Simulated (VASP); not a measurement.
Level of theory: PBE GGA, VASP's PBE PAW potentials (set 64) (plane waves; VASP 6.6.1).

A VASP calculation is set up with these files.

**INCAR**
```
ALGO = Normal
EDIFF = 1E-6
ENCUT = 240
GGA = PE
ISIF = 2
ISMEAR = 1
LASPH = T
LCHARG = F
LMAXMIX = 4
LREAL = F
LWAVE = F
NELM = 100
PREC = Accurate
SIGMA = 0.1
SYSTEM = InN
```

File KPOINTS:
```
Automatic
0
gamma
  11 11 3
```

**POSCAR**
```
InN
1
    3.6035910000     0.0000000000     0.0000000000
   -1.8017960000     3.1208010000     0.0000000000
    0.0000000000     0.0000000000    11.7972330000
In N
4 4
Direct
  0.0000000000   0.0000000000   0.0000000000
  0.0000000000   0.0000000000   0.5000000000
  0.6666670000   0.3333330000   0.7501800000
  0.3333330000   0.6666670000   0.2501800000
  0.0000000000   0.0000000000   0.8121600000
  0.0000000000   0.0000000000   0.3121600000
  0.6666670000   0.3333330000   0.5632900000
  0.3333330000   0.6666670000   0.0632900000
```

POTCAR, in this order: In_d N (PBE.64 set). Program: vasp_std.

The run wrote:

OSZICAR:
```
       N       E                     dE             d eps       ncg     rms          rms(c)
DAV:   1     0.610446567333E+03    0.61045E+03   -0.22237E+04  2752   0.129E+03
DAV:   2     0.334472761437E+02   -0.57700E+03   -0.56294E+03  2968   0.395E+02
DAV:   3    -0.459507086816E+02   -0.79398E+02   -0.77963E+02  3346   0.163E+02
DAV:   4    -0.490920922009E+02   -0.31414E+01   -0.31229E+01  3408   0.338E+01
DAV:   5    -0.491818812164E+02   -0.89789E-01   -0.89665E-01  3906   0.496E+00    0.163E+01
DAV:   6    -0.434150638188E+02    0.57668E+01   -0.23648E+01  4242   0.402E+01    0.119E+01
DAV:   7    -0.434610264982E+02   -0.45963E-01   -0.24861E+00  3020   0.775E+00    0.523E+00
DAV:   8    -0.433831492201E+02    0.77877E-01   -0.25805E-01  4189   0.345E+00    0.256E+00
DAV:   9    -0.433582300829E+02    0.24919E-01   -0.70534E-02  4114   0.268E+00    0.480E-01
DAV:  10    -0.433576508156E+02    0.57927E-03   -0.13314E-02  3700   0.111E+00    0.133E-01
DAV:  11    -0.433583980962E+02   -0.74728E-03   -0.31589E-03  3108   0.301E-01    0.153E-01
DAV:  12    -0.433583560804E+02    0.42016E-04   -0.18716E-04  4052   0.119E-01    0.596E-02
DAV:  13    -0.433583237495E+02    0.32331E-04   -0.24337E-04  4495   0.103E-01    0.253E-02
DAV:  14    -0.433583269671E+02   -0.32176E-05   -0.29248E-05  3236   0.381E-02    0.105E-02
DAV:  15    -0.433583264485E+02    0.51854E-06   -0.21407E-06  2322   0.979E-03
   1 F= -.43358326E+02 E0= -.43358433E+02  d E =0.320776E-03
```

OUTCAR:
```
------------------------ aborting loop because EDIFF is reached ----------------------------------------
  FORCE on cell =-STRESS in cart. coord.  units (eV):
  Direction    XX          YY          ZZ          XY          YZ          ZX
  --------------------------------------------------------------------------------------
  Total      -25.8018087    -25.8018029    -26.2467655      0.0000041     -0.0000000      0.0000000
  in kB     -311.5867685   -311.5866984   -316.9601375      0.0000499     -0.0000000      0.0000000
  external PRESSURE =    -313.3778682 kB  Pullay stress =       0.0000000 kB
  volume of cell :      132.67
      direct lattice vectors                 reciprocal lattice vectors
     3.603591000  0.000000000  0.000000000     0.277500971  0.160215323  0.000000000
    -1.801796000  3.120801000  0.000000000     0.000000000  0.320430556  0.000000000
     0.000000000  0.000000000 11.797233000     0.000000000  0.000000000  0.084765640
 POSITION                                       TOTAL-FORCE (eV/Angst)
 -----------------------------------------------------------------------------------
      0.00000      0.00000      0.00000         0.000000     -0.000000      0.095369
      0.00000      0.00000      5.89862        -0.000000      0.000000      0.095369
      1.80180      1.04027      8.85005        -0.000000     -0.000000     -0.009919
     -0.00000      2.08054      2.95143         0.000000      0.000000     -0.009919
      0.00000      0.00000      9.58124        -0.000000      0.000000      0.048176
      0.00000      0.00000      3.68262         0.000000     -0.000000      0.048176
      1.80180      1.04027      6.64526        -0.000000      0.000000     -0.133626
     -0.00000      2.08054      0.74665         0.000000      0.000000     -0.133626
 -----------------------------------------------------------------------------------
    total drift:                               -0.000002     -0.000003      0.000455
  FREE ENERGIE OF THE ION-ELECTRON SYSTEM (eV)
  ---------------------------------------------------
  free  energy   TOTEN  =       -43.3583264485 eV

  energy  without entropy=      -43.3586472243  energy(sigma->0) =      -43.35843337
```
(Selected blocks of OUTCAR.)

At this cut-off the stress carries a Pulay error, which pulls relaxed volumes low.

The structure was generated: InN was put into an ordered model structure, which need not be its known phase. The cell was not relaxed at this level, and its volume differs by +4.6 % from the start's. The run is one of a series of settings (ENCUT = 240 against the base run), some of them coarse on purpose.
